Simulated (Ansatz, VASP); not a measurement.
Ta3N: VASP beside Ansatz

The input POSCAR:

```
Ta3N
1.0
    3.0916944585      0.0000000000      0.0000000000
   -1.5458472293      2.6774859418      0.0000000000
    0.0000000000      0.0000000000      7.6717065629
Ta N
3 1
Direct
    0.6666666667      0.3333333333      0.8260700000
    0.3333333333      0.6666666667      0.1739300000
    0.0000000000      0.0000000000      0.5000000000
    0.0000000000      0.0000000000      0.0000000000
```

The input INCAR.step1:

```
PREC = Accurate
ENCUT = 520
ISMEAR = -1
SIGMA = 0.05
LREAL = F
LASPH = T
NELM = 100
NBANDS = 27
GGA = PE
ALGO = Normal
EDIFF = 1E-4
LWAVE = T
LCHARG = F
```

Contents of INCAR.step2:

```
PREC = Accurate
ENCUT = 520
EDIFF = 1E-6
ISMEAR = -1
SIGMA = 0.05
LREAL = F
LASPH = T
NELM = 100
ALGO = Normal
ISIF = 2
LWAVE = F
LCHARG = F
METAGGA = R2SCAN
LMIXTAU = T
NBANDS = 27
ISTART = 1
```

The input KPOINTS:

```
regular mesh
0
Gamma
  10 10 4
```

File input.yaml:

```yaml
crystal:
  lattice:
    - [3.0916944585, 0.0, 0.0]
    - [-1.5458472293, 2.6774859418, 0.0]
    - [0.0, 0.0, 7.6717065629]
  atoms:
    - { symbol: Ta, position: [0.6666666667, 0.3333333333, 0.82607] }
    - { symbol: Ta, position: [0.3333333333, 0.6666666667, 0.17393] }
    - { symbol: Ta, position: [0.0, 0.0, 0.5] }
    - { symbol: "N", position: [0.0, 0.0, 0.0] }
hamiltonian:
  xc: r2scan
  pseudopotentials: { kind: paw }
kpoints:
  mp_grid: { grid: [10, 10, 4] }
scf:
  occupations: { method: fermi_dirac, width: 0.05 }
output:
  forces: true
  stress: true
  eigenvalues: true
  write_density: true
  write_potential: true
  elf: true
  volumetric_format: npy
```

The cell comes from a database or a generator and needn't be the stable form of this composition.

Alike in both runs: task single point; functional r2SCAN; k mesh 10 × 10 × 4; occupations fermi-dirac, width 0.05 eV; no spin polarisation.

|  | VASP | Ansatz |
| --- | --- | --- |
| version | VASP 6.6.1 | Ansatz 0.2.0 |
| potentials or method | VASP PAW PBE potentials, release 64 (Ta_pv, N) | Ansatz PAW |
| plane-wave cutoff (eV) | 520 | 500 |
| valence electrons in the cell | 38 | 44 |

```tsv
	VASP	Ansatz	Ansatz less VASP
gap on the k mesh at the Fermi level (eV)	none	none	-
pressure (GPa)	-16.0	-16.7	-0.69
largest component of the traceless stress (GPa)	1.20	1.21	+0.019
rms of the force components (eV/Å)	0.130	0.154	+0.0242
```

Atom by atom the forces differ by 0.024 eV/Å (rms over components). A gap of «none» marks a metal or a gap that the smearing closes. The two sets of potentials don't hold the same shells in valence.

Caveats: so large a pressure means that the cell lies far from this level's equilibrium, or that cutoff or potentials fall short (VASP); the potentials were made for another functional, which shifts forces and pressure (VASP); the PAW data sets come from PBE, with cores solved anew for the run's functional, which leaves a small shift of forces and pressure (Ansatz). Spin-orbit coupling is left out, which matters for the levels of Ta.
